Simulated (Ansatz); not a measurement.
**MgS (Niningerite) in Ansatz: the effect of functional**

Crystal: MgS (Niningerite).

```
S Mg
1.0
     0.00000    2.60165    2.60165
     2.60165    0.00000    2.60165
     2.60165    2.60165    0.00000
S Mg
1 1
Cartesian
  2.6016 2.6016 2.6016
  0.0000 0.0000 0.0000
```

Alike in all runs:

| Property | Result |
| --- | --- |
| Program | Ansatz 0.2.0 |
| Task | equation of state |
| Potentials or basis | Ansatz PAW |
| k mesh | 9 × 9 × 9 |
| Occupations | fermi-dirac, width 0.05 eV |
| Spin | no spin polarisation |

Task: One run gave: V0 of scaled cells 16.87 Å³/atom; B0 83 GPa. Which functional did it use?
A. PBE
B. LDA
C. PBEsol
D. r2SCAN

Result: B.

```csv
functional,cutoff,V0 of scaled cells (Å³/atom),B0 (GPa)
r2SCAN,500 eV,17.61,80
PBE,420 eV,17.88,74
PBEsol,420 eV,17.39,78
LDA,420 eV,16.87,83
```

Caveats: the PAW data sets come from PBE, with cores solved anew for the run's functional, which leaves a small shift of forces and pressure (some runs).

Not every run made on this cell is shown here.
